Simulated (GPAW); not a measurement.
# InAs in GPAW: the effect of functional

Crystal: InAs.

```
In As
1.0
     0.00000    2.87730    2.87730
     2.87730    0.00000    2.87730
     2.87730    2.87730    0.00000
In As
1 1
Direct
  0.50000 0.50000 0.50000
  0.00000 0.00000 0.00000
```

Measurements of this composition are mostly on another form, of space group No. 216.

Alike in all runs:

- Program: GPAW 26.7.0
- Task: single point
- Potentials or basis: GPAW PAW data sets (gpaw-data 1.2.1)
- Cutoff: 600 eV
- Basis: pw
- k mesh: 8 × 8 × 8
- Occupations: fermi-dirac, width 0.05 eV
- Spin: no spin polarisation

```tsv
functional	pressure (GPa)
SCAN	-2.9
TPSS	?
r2SCAN	-2.5
```

Q: What does the run with functional TPSS give?

A: Pressure -1.7 GPa.

Caveats: the PAW data sets were made with another functional, which shifts forces and pressure a little.
